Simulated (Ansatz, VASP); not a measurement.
## One calculation of GaN, two programs

```
CELL_PARAMETERS angstrom
2.98064 0.00000 0.00000
-1.49032 2.58131 0.00000
0.00000 0.00000 2.68337
ATOMIC_POSITIONS crystal
Ga 0.66667 0.33333 0.50000
N 0.00000 0.00000 0.00000
```

Change from the starting cell: species swapped into the WC type (P-6m2, No. 187).

Alike in both runs: functional PBE; k mesh 24 × 24 × 20; occupations gaussian, width 0.1 eV; no spin polarisation.

Ansatz relaxed the structure, and its values are those at the end. VASP's run is a single point on that final structure, the one shown.

```csv
,VASP,Ansatz
version,VASP 6.6.1,Ansatz 0.2.0
potentials or method,"VASP PAW PBE potentials, release 64 (Ga_d, N)","scalar-relativistic, plane waves, PAW"
plane-wave cutoff (eV),520,420
valence electrons in the cell,18,18
```

```csv
,VASP,Ansatz,Ansatz less VASP
gap on the k mesh at the Fermi level (eV),none,none,-
pressure (GPa),0.6,0.0,-0.60
```

A gap of «none» marks a metal or a gap that the smearing closes.
